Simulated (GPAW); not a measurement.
# SnO2 (P1) in GPAW: notebook

Runs on SnO2. Level: PBE. Tasks: dielectric tensor.

All numbers are computed with GPAW 26.7.0; they aren't measurements. Logs are shortened: lines on timing, memory, paths and dates and some standing lists are left out, and cuts for length are marked. The log counts tension as positive stress, the text compression.

## (1) The cell of the first run

The typed cell holds 6 atoms: a = 3.298 Å, b = 5.009 Å, c = 5.643 Å, α = 104.41°, β = 90.46°, γ = 110.57°.

The cell comes from a database or a generator and needn't be the stable form of this composition.

## (2) Dielectric tensor, PBE (cell sheared at random, sigma 0.06, atoms nudged by 0.01 Å)

run.py reads:

```python
import numpy as np
from ase import Atoms
from ase.dft.bandgap import bandgap
from ase.io import write
from gpaw import GPAW, PW
from gpaw.response.df import DielectricFunction

atoms = Atoms(['Sn', 'Sn', 'O', 'O', 'O', 'O'],
              cell=[[3.29794662, 0.01365557, -0.04170346],
                    [-1.7069329, 1.09523883, 4.58032633],
                    [-0.02482828, -5.63990898, -0.19686342]],
              scaled_positions=[[0.25060783, 0.49821424, 0.74782988],
                                [0.74958771, 0.49903182, 0.24902442],
                                [0.85743066, 0.71230277, 0.61986012],
                                [0.35317266, 0.71407192, 0.12004968],
                                [0.64636825, 0.28800335, 0.88472574],
                                [0.14283289, 0.2883759, 0.37851017]],
              pbc=True)

calc = GPAW(mode=PW(650),
            xc='PBE',
            kpts={'size': (5, 4, 3), 'gamma': True},
            occupations={'name': 'fermi-dirac', 'width': 0.001},
            nbands=43,
            convergence={'density': 1e-06},
            maxiter=150,
            txt='gpaw.txt')
atoms.calc = calc
energy = atoms.get_potential_energy()
calc.write('gs.gpw')
write('result.traj', atoms)
print(f'Energy: {energy:.6f} eV')
print('Fermi level:', round(calc.get_fermi_level(), 4), 'eV')
print(f'Gap: {bandgap(calc)[0]:.4f} eV, direct: {bandgap(calc, direct=True)[0]:.4f} eV')

for size in [(5, 3, 3)]:
    name = 'x'.join(str(n) for n in size)
    dense = calc.fixed_density(kpts={'size': size, 'gamma': True},
                               nbands=80, convergence={'bands': 74, 'eigenstates': 1e-7},
                               update_fermi_level=True, txt=f'dense-{name}.txt')
    dense.write(f'{name}.gpw', mode='all')
    df = DielectricFunction(f'{name}.gpw', frequencies=np.array([0.0]), hilbert=False, eta=0.001,
                            ecut=80, nbands=74, intraband=False, txt=f'df-{name}.txt')
    for xc in ['RPA']:
        for direction in ['x', 'y', 'z', [0, 1, 1], [1, 0, 1], [1, 1, 0]]:
            e0, e = df.get_macroscopic_dielectric_constant(xc=xc, direction=direction)
            print(f'{name} {xc} {direction}: {e0:.4f} without, {e:.4f} with local fields')
```

Potentials or basis: GPAW PAW data sets (gpaw-data 1.2.1), pw.

Command:

```
> OMP_NUM_THREADS=1 python run.py
```

gpaw.txt:

```text
__  _  _
 | _ |_)|_||  |
 |__||  | ||/\| - 26.7.0

Input parameters:
  mode=PW(ecut=650.0),
  convergence={'density': 1e-06},
  kpts=MonkhorstPack(size=(5, 4, 3), gamma=True),
  maxiter=150,
  nbands=43,
  occupations=Occupations(name='fermi-dirac', width=0.001),
  xc=XC(name='PBE')

Diagonalizing LCAO Hamiltonian
Converting LCAO to pw mode

          O

            OSn
        Sn

           O

Atoms  # Å, Bohr magnetons
|   | symbol |         x |         y |        z |    initial magnetic moments |
|---|--------|-----------|-----------|----------|-----------------------------|
| 0 |     Sn | -0.042494 | -3.668607 | 2.124312 | ( 0.0000,  0.0000,  0.0000) |
| 1 |     Sn |  1.614104 | -0.847680 | 2.205444 | ( 0.0000,  0.0000,  0.0000) |
| 2 |      O |  1.596517 | -2.704104 | 3.104794 | ( 0.0000,  0.0000,  0.0000) |
| 3 |      O | -0.057109 |  0.109833 | 3.232321 | ( 0.0000,  0.0000,  0.0000) |
| 4 |      O |  1.618119 | -4.665514 | 1.118023 | ( 0.0000,  0.0000,  0.0000) |
| 5 |      O | -0.030581 | -1.816972 | 1.240384 | ( 0.0000,  0.0000,  0.0000) |

Unit cell  # Å
| periodic |         x |         y |         z |  lengths |     angles |
|----------|-----------|-----------|-----------|----------|------------|
|      yes |  3.297947 |  0.013656 | -0.041703 | 3.298239 | 104.412780 |
|      yes | -1.706933 |  1.095239 |  4.580326 | 5.009247 |  90.463858 |
|      yes | -0.024828 | -5.639909 | -0.196863 | 5.643398 | 110.571896 |

Number of symmetries: 1
Symmetry operations  # r_c * U_cc + t_c -> r_c
|   | kind |            matrix            |
|---|------|------------------------------|
| 0 |  E   |  1, 0, 0,  0, 1, 0,  0, 0, 1 |

BZ-sampling:
  Number of BZ points: 60
  Number of IBZ points: 31

  Monkhorst-Pack size: [5, 4, 3]
  Monkhorst-Pack shift: [0.0, 0.125, 0.0]

K-points  # in reciprocal-cell coordinates
|     |                                coordinates |     weight |
|-----|--------------------------------------------|------------|
|   0 | (  0.00000000,   0.00000000,   0.00000000) | 0.01666667 |
|   1 | (  0.00000000,   0.00000000,   0.33333333) | 0.03333333 |
|   2 | (  0.00000000,   0.25000000,  -0.33333333) | 0.03333333 |
|   3 | (  0.00000000,   0.25000000,   0.00000000) | 0.03333333 |
|   4 | (  0.00000000,   0.25000000,   0.33333333) | 0.03333333 |
|   5 | (  0.00000000,   0.50000000,   0.00000000) | 0.01666667 |
|   6 | (  0.00000000,   0.50000000,   0.33333333) | 0.03333333 |
|   7 | (  0.20000000,  -0.25000000,  -0.33333333) | 0.03333333 |
|   8 | (  0.20000000,  -0.25000000,   0.00000000) | 0.03333333 |
|   9 | (  0.20000000,  -0.25000000,   0.33333333) | 0.03333333 |
| ... |                                            |            |
|  30 | (  0.40000000,   0.50000000,   0.33333333) | 0.03333333 |

Plane wave coefficients: 3181
Cutoff: 650.0 eV

Spin-components: 1 (collinear spins)
Bands:           43
Projectors:      32
Spin-degeneracy: 2
Datatype:        complex128

Parallelization:
  kpt:    1
  domain: 1
  band:   1

Density:
  Valence electrons: 52.0
  Components: 1
  Grid points: [20 30 35]
  Charge: 0.0  # |e|

Potential:
  Grid points: [20 30 35]

species:
  Sn:
    name:    Tin
    Z:       50.0
    valence: 14
    core:    36
    charge:  0.0  # [|e|]
    compensation charges:
      type: gauss
      rc: 0.38  # [Å]
      lmax: 2
    cutoffs:
      filter: 2.23  # [Å]
      core: 2.35  # [Å]
    projectors
    | kind |    occ | energy [eV] | rcut [Å] |
    |------|--------|-------------|----------|
    |   5s |  2.000 |     -10.538 |    1.201 |
    |   5p |  2.000 |      -3.696 |    1.270 |
    |   4d | 10.000 |     -25.845 |    1.185 |
    |    s |        |      16.674 |    1.201 |
    |    p |        |      23.515 |    1.270 |
    |    d |        |       1.367 |    1.185 |

    Using partial waves for Sn as LCAO basis

  O:
    name:    Oxygen
    Z:       8.0
    valence: 6
    core:    2
    charge:  0.0  # [|e|]
    compensation charges:
      type: gauss
      rc: 0.21  # [Å]
      lmax: 2
    cutoffs:
      filter: 1.17  # [Å]
      core: 0.83  # [Å]
    projectors
    | kind |    occ | energy [eV] | rcut [Å] |
    |------|--------|-------------|----------|
    |   2s |  2.000 |     -23.961 |    0.688 |
    |   2p |  4.000 |      -9.029 |    0.598 |
    |    s |        |       3.251 |    0.688 |
    |    p |        |      18.182 |    0.598 |
    |    d |        |       0.000 |    0.619 |

    Using partial waves for O as LCAO basis

Reference energy: -344184.795819  # eV

eigensolver:
  PPCG
  Converge bands: occupied
  niter=2

density mixing:
  MSR1-Mixer
  Pratt-step length: 0.05
  Maximum mixing coefficient: 0.75
  Old densities: 10
  SVD Regularization: 0.005
  Good broyden scale: 1.0
  Trust region scale: 1.0
  Backstep threshold: 4.0
  History deletion threshold: 6.0
  Fourier metric: weight=20.0, sigma=0.015

occupation numbers:
  Fermi-Dirac:
    width: 0.0010  # eV

poisson solver:
  ecut: 5200.0  # eV

xc functional:
  name: PBE with 2 nearest neighbor stencil

convergence criteria:
- Maximum integral of absolute [dens]ity change: 1e-06 electrons / valence electron
- Maximum [total energy] change in last 3 cyles: 0.0005 eV / valence electron
- Maximum integral of absolute [eigenst]ate change: 4e-08 eV^2 / valence electron
maximum number of iterations: 150

SCF iterations
|iter     | |      energy | eigst |  dens |
|---------|-|-------------|-------|-------|
|iter:   1| |  -43.222195 | +0.44 |       |
|iter:   2| |  -41.749014 | -1.29 | -0.87 |
|iter:   3| |  -37.669292 | -0.79 | -0.93 |
|iter:   4| |  -37.623259 | -2.57 | -1.47 |
|iter:   5| |  -37.627965 | -3.23 | -1.77 |
|iter:   6| |  -37.628498c| -4.37 | -2.78 |
|iter:   7| |  -37.628489c| -4.84 | -3.12 |
|iter:   8| |  -37.628453c| -5.58 | -3.28 |
|iter:   9| |  -37.628458c| -6.64 | -3.92 |
|iter:  10| |  -37.628458c| -7.49c| -4.46 |
|iter:  11| |  -37.628458c| -7.77c| -4.84 |
|iter:  12| |  -37.628458c| -8.05c| -5.19 |
|iter:  13| |  -37.628458c| -8.55c| -5.75 |
|iter:  14| |  -37.628458c| -9.19c| -6.19c|

Converged in 14 steps
Energy contributions relative to reference atoms: (reference = -344184.795819)

Energy contributions:
  Kinetic:          58.535578
  Coulomb:         -53.404284
  Zero:              0.204780
  External:          0.000000
  Xc:              -42.964532
  Entropy:          -0.000000
  Spinorbit:         0.000000
  ----------------------------
  Free energy:     -37.628458
  Extrapolated:    -37.628458

dipole moment: (0.026524, -0.164244, -0.032326)  # |e|*Ang

Fermi level: 3.951
Eigenvalues  # (at kpt = [0.000, 0.000, 0.000])
| band index |      eig [eV] | occ [0-2] |
|------------|---------------|-----------|
|          0 |       -16.868 |     2.000 |
|        ... |               |           |
|         18 |         2.076 |     2.000 |
|         19 |         2.186 |     2.000 |
|         20 |         2.602 |     2.000 |
|         21 |         2.679 |     2.000 |
|         22 |         2.790 |     2.000 |
|         23 |         3.030 |     2.000 |
[... 8 lines left out ...]
|         32 |        15.059 |     0.000 |
|         33 |        15.848 |     0.000 |
|        ... |               |           |
|         42 |        22.388 |     0.000 |

Gap: 1.517 eV
Transition (v -> c):
  (s=0, k=12, n=25, [0.20, 0.00, 0.33]) -> (s=0, k=0, n=26, [0.00, 0.00, 0.00])
Direct/indirect transitions are different
Direct gap: 1.709 eV
Transition at: (s=0, k=0, n=25, [0.00, 0.00, 0.00])
# Writing to gs.gpw (mode='')
```

stdout:

```text
Energy: -37.628458 eV
Fermi level: 3.9511 eV
Gap: 1.5165 eV, direct: 1.7091 eV
5x3x3 RPA x: 4.7900 without, 4.5770 with local fields
5x3x3 RPA y: 4.7537 without, 4.5189 with local fields
5x3x3 RPA z: 4.0855 without, 3.2019 with local fields
5x3x3 RPA [0, 1, 1]: 4.4915 without, 3.9407 with local fields
5x3x3 RPA [1, 0, 1]: 4.4148 without, 3.8795 with local fields
5x3x3 RPA [1, 1, 0]: 4.7742 without, 4.5437 with local fields
```

It took 5.1 min on 1 thread of Arm Neoverse V1, shared host; peak memory 0.55 GiB.

Results:

| Quantity | Value |
| --- | --- |
| Free energy | -37.6285 eV |
| Band gap on the k mesh | 1.52 eV |
| Electronic dielectric tensor (diagonal) | 4.58, 4.52, 3.20 |

Electronic dielectric tensor:
```
 4.58  0.00 -0.01
 0.00  4.52  0.08
-0.01  0.08  3.20
```

Caveat: the k mesh is coarse (spacing up to 0.46 Å⁻¹), so the values aren't converged; the long-wavelength limit can be off by a per cent or two; spin-orbit coupling is left out, which moves the levels of the heavy elements; an odd mesh through Γ misses points on the zone boundary, where band edges often lie.

## (3) Dielectric tensor, PBE (cell sheared at random, sigma 0.06, atoms nudged by 0.01 Å)

run.py, as its differences from that of step 2:

```diff
@@ -10,3 +10,3 @@
                     [-1.7069329, 1.09523883, 4.58032633],
-                    [-0.02482828, -5.63990898, -0.19686342]],
+                    [-0.02424022, -5.72160443, -0.17710941]],
               scaled_positions=[[0.25060783, 0.49821424, 0.74782988],
```

Potentials or basis: GPAW PAW data sets (gpaw-data 1.2.1), pw.

Command:

```
> OMP_NUM_THREADS=1 python run.py
```

gpaw.txt:

```text
__  _  _
 | _ |_)|_||  |
 |__||  | ||/\| - 26.7.0

Input parameters:
  mode=PW(ecut=650.0),
  convergence={'density': 1e-06},
  kpts=MonkhorstPack(size=(5, 4, 3), gamma=True),
  maxiter=150,
  nbands=43,
  occupations=Occupations(name='fermi-dirac', width=0.001),
  xc=XC(name='PBE')

Diagonalizing LCAO Hamiltonian
Converting LCAO to pw mode

          O

            OSn

        Sn

           O

Atoms  # Å, Bohr magnetons
|   | symbol |         x |         y |        z |    initial magnetic moments |
|---|--------|-----------|-----------|----------|-----------------------------|
| 0 |     Sn | -0.042055 | -3.729701 | 2.139085 | ( 0.0000,  0.0000,  0.0000) |
| 1 |     Sn |  1.614250 | -0.868024 | 2.210364 | ( 0.0000,  0.0000,  0.0000) |
| 2 |      O |  1.596882 | -2.754744 | 3.117038 | ( 0.0000,  0.0000,  0.0000) |
| 3 |      O | -0.057038 |  0.100025 | 3.234692 | ( 0.0000,  0.0000,  0.0000) |
| 4 |      O |  1.618640 | -4.737792 | 1.135500 | ( 0.0000,  0.0000,  0.0000) |
| 5 |      O | -0.030358 | -1.847895 | 1.247861 | ( 0.0000,  0.0000,  0.0000) |

Unit cell  # Å
| periodic |         x |         y |         z |  lengths |     angles |
|----------|-----------|-----------|-----------|----------|------------|
|      yes |  3.297947 |  0.013656 | -0.041703 | 3.298239 | 104.204529 |
|      yes | -1.706933 |  1.095239 |  4.580326 | 5.009247 |  90.457295 |
|      yes | -0.024240 | -5.721604 | -0.177109 | 5.724396 | 110.571896 |

Number of symmetries: 1
Symmetry operations  # r_c * U_cc + t_c -> r_c
|   | kind |            matrix            |
|---|------|------------------------------|
| 0 |  E   |  1, 0, 0,  0, 1, 0,  0, 0, 1 |

BZ-sampling:
  Number of BZ points: 60
  Number of IBZ points: 31

  Monkhorst-Pack size: [5, 4, 3]
  Monkhorst-Pack shift: [0.0, 0.125, 0.0]

K-points  # in reciprocal-cell coordinates
|     |                                coordinates |     weight |
|-----|--------------------------------------------|------------|
|   0 | (  0.00000000,   0.00000000,   0.00000000) | 0.01666667 |
|   1 | (  0.00000000,   0.00000000,   0.33333333) | 0.03333333 |
|   2 | (  0.00000000,   0.25000000,  -0.33333333) | 0.03333333 |
|   3 | (  0.00000000,   0.25000000,   0.00000000) | 0.03333333 |
|   4 | (  0.00000000,   0.25000000,   0.33333333) | 0.03333333 |
|   5 | (  0.00000000,   0.50000000,   0.00000000) | 0.01666667 |
|   6 | (  0.00000000,   0.50000000,   0.33333333) | 0.03333333 |
|   7 | (  0.20000000,  -0.25000000,  -0.33333333) | 0.03333333 |
|   8 | (  0.20000000,  -0.25000000,   0.00000000) | 0.03333333 |
|   9 | (  0.20000000,  -0.25000000,   0.33333333) | 0.03333333 |
| ... |                                            |            |
|  30 | (  0.40000000,   0.50000000,   0.33333333) | 0.03333333 |

Plane wave coefficients: 3228
Cutoff: 650.0 eV

Spin-components: 1 (collinear spins)
Bands:           43
Projectors:      32
Spin-degeneracy: 2
Datatype:        complex128

Parallelization:
  kpt:    1
  domain: 1
  band:   1

Density:
  Valence electrons: 52.0
  Components: 1
  Grid points: [20 30 35]
  Charge: 0.0  # |e|

Potential:
  Grid points: [20 30 35]

species:
  Sn:
    name:    Tin
    Z:       50.0
    valence: 14
    core:    36
    charge:  0.0  # [|e|]
    compensation charges:
      type: gauss
      rc: 0.38  # [Å]
      lmax: 2
    cutoffs:
      filter: 2.23  # [Å]
      core: 2.35  # [Å]
    projectors
    | kind |    occ | energy [eV] | rcut [Å] |
    |------|--------|-------------|----------|
    |   5s |  2.000 |     -10.538 |    1.201 |
    |   5p |  2.000 |      -3.696 |    1.270 |
    |   4d | 10.000 |     -25.845 |    1.185 |
    |    s |        |      16.674 |    1.201 |
    |    p |        |      23.515 |    1.270 |
    |    d |        |       1.367 |    1.185 |

    Using partial waves for Sn as LCAO basis

  O:
    name:    Oxygen
    Z:       8.0
    valence: 6
    core:    2
    charge:  0.0  # [|e|]
    compensation charges:
      type: gauss
      rc: 0.21  # [Å]
      lmax: 2
    cutoffs:
      filter: 1.17  # [Å]
      core: 0.83  # [Å]
    projectors
    | kind |    occ | energy [eV] | rcut [Å] |
    |------|--------|-------------|----------|
    |   2s |  2.000 |     -23.961 |    0.688 |
    |   2p |  4.000 |      -9.029 |    0.598 |
    |    s |        |       3.251 |    0.688 |
    |    p |        |      18.182 |    0.598 |
    |    d |        |       0.000 |    0.619 |

    Using partial waves for O as LCAO basis

Reference energy: -344184.795819  # eV

eigensolver:
  PPCG
  Converge bands: occupied
  niter=2

density mixing:
  MSR1-Mixer
  Pratt-step length: 0.05
  Maximum mixing coefficient: 0.75
  Old densities: 10
  SVD Regularization: 0.005
  Good broyden scale: 1.0
  Trust region scale: 1.0
  Backstep threshold: 4.0
  History deletion threshold: 6.0
  Fourier metric: weight=20.0, sigma=0.015

occupation numbers:
  Fermi-Dirac:
    width: 0.0010  # eV

poisson solver:
  ecut: 5200.0  # eV

xc functional:
  name: PBE with 2 nearest neighbor stencil

convergence criteria:
- Maximum integral of absolute [dens]ity change: 1e-06 electrons / valence electron
- Maximum [total energy] change in last 3 cyles: 0.0005 eV / valence electron
- Maximum integral of absolute [eigenst]ate change: 4e-08 eV^2 / valence electron
maximum number of iterations: 150

SCF iterations
|iter     | |      energy | eigst |  dens |
|---------|-|-------------|-------|-------|
|iter:   1| |  -43.191078 | +0.43 |       |
|iter:   2| |  -41.705626 | -1.30 | -0.87 |
|iter:   3| |  -37.663076 | -0.81 | -0.93 |
|iter:   4| |  -37.617148 | -2.56 | -1.46 |
|iter:   5| |  -37.622221 | -3.22 | -1.76 |
|iter:   6| |  -37.622643c| -3.92 | -2.68 |
|iter:   7| |  -37.621999c| -4.57 | -2.86 |
|iter:   8| |  -37.622073c| -5.62 | -3.27 |
|iter:   9| |  -37.622068c| -6.29 | -3.77 |
|iter:  10| |  -37.622069c| -7.26 | -4.20 |
|iter:  11| |  -37.622070c| -7.72c| -4.85 |
|iter:  12| |  -37.622070c| -7.98c| -5.13 |
|iter:  13| |  -37.622070c| -8.26c| -5.35 |
|iter:  14| |  -37.622070c| -8.74c| -6.35c|

Converged in 14 steps
Energy contributions relative to reference atoms: (reference = -344184.795819)

Energy contributions:
  Kinetic:          52.428050
  Coulomb:         -48.477451
  Zero:              0.236306
  External:          0.000000
  Xc:              -41.808974
  Entropy:          -0.000000
  Spinorbit:         0.000000
  ----------------------------
  Free energy:     -37.622070
  Extrapolated:    -37.622070

dipole moment: (0.026592, -0.163628, -0.031504)  # |e|*Ang

Fermi level: 3.812
Eigenvalues  # (at kpt = [0.000, 0.000, 0.000])
| band index |      eig [eV] | occ [0-2] |
|------------|---------------|-----------|
|          0 |       -16.964 |     2.000 |
|        ... |               |           |
|         18 |         1.963 |     2.000 |
|         19 |         2.095 |     2.000 |
|         20 |         2.480 |     2.000 |
|         21 |         2.540 |     2.000 |
|         22 |         2.606 |     2.000 |
|         23 |         2.914 |     2.000 |
[... 8 lines left out ...]
|         32 |        14.548 |     0.000 |
|         33 |        15.579 |     0.000 |
|        ... |               |           |
|         42 |        22.162 |     0.000 |

Gap: 1.354 eV
Transition (v -> c):
  (s=0, k=12, n=25, [0.20, 0.00, 0.33]) -> (s=0, k=0, n=26, [0.00, 0.00, 0.00])
Direct/indirect transitions are different
Direct gap: 1.521 eV
Transition at: (s=0, k=0, n=25, [0.00, 0.00, 0.00])
# Writing to gs.gpw (mode='')
```

stdout:

```text
Energy: -37.622070 eV
Fermi level: 3.8121 eV
Gap: 1.3545 eV, direct: 1.5209 eV
5x3x3 RPA x: 4.9450 without, 4.7233 with local fields
5x3x3 RPA y: 4.9004 without, 4.6487 with local fields
5x3x3 RPA z: 4.3511 without, 3.4045 with local fields
5x3x3 RPA [0, 1, 1]: 4.6843 without, 4.0813 with local fields
5x3x3 RPA [1, 0, 1]: 4.6391 without, 4.0675 with local fields
5x3x3 RPA [1, 1, 0]: 4.9168 without, 4.6746 with local fields
```

df-5x3x3.txt:

```text
FrequencyGridDescriptor(from 0.000 to 0.000 eV, 1 points)
FrequencyGridDescriptor(from 0.000 to 0.000 eV, 1 points)

Calculating chi0 body with:
    Ground state adapter containing:
    Number of spins: 1
    Number of kpoints: 45
    Number of irreducible kpoints: 23
    Number of completely occupied states: 26
    Number of partially occupied states: 26

    Linear response parametrization:
    q_c: [0.0, 0.0, 0.0]
    Number of frequency points: 1
    Planewave cutoff: 80.0
    Number of bands: 74
    Number of planewaves: 139
    Broadening (eta): 0.001

Integrating chi0 body.

Symmetries of q_c:
    Direct symmetries (Uq -> q): 1
    Indirect symmetries (TUq -> q): 1
In total 2 allowed symmetries.

Integral kind: response function

Calculating chi0 optical extensions with:
    Ground state adapter containing:
    Number of spins: 1
    Number of kpoints: 45
    Number of irreducible kpoints: 23
    Number of completely occupied states: 26
    Number of partially occupied states: 26

    Linear response parametrization:
    Number of frequency points: 1
    Planewave cutoff: 80.0
    Number of bands: 74
    Number of planewaves: 139
    Broadening (eta): 0.001
Integrating chi0 head and wings.

Symmetries of q_c:
    Direct symmetries (Uq -> q): 1
    Indirect symmetries (TUq -> q): 1
In total 2 allowed symmetries.

Integral kind: response function wings

Finished calculating chi0
```

Wall time 5.3 min (1 thread of Arm Neoverse V1, shared host); peak memory 0.56 GiB.

What came out:

| Property | Result |
| --- | --- |
| Free energy | -37.6221 eV |
| Band gap on the k mesh | 1.35 eV |
| Electronic dielectric tensor (diagonal) | 4.72, 4.65, 3.40 |

Electronic dielectric tensor:
```
 4.72 -0.01  0.00
-0.01  4.65  0.05
 0.00  0.05  3.40
```

Caveat: the k mesh is coarse (spacing up to 0.46 Å⁻¹), so the values aren't converged; the long-wavelength limit can be off by a per cent or two; spin-orbit coupling is left out, which moves the levels of the heavy elements; an odd mesh through Γ misses points on the zone boundary, where band edges often lie.

(Continued in part 2 of 2.)
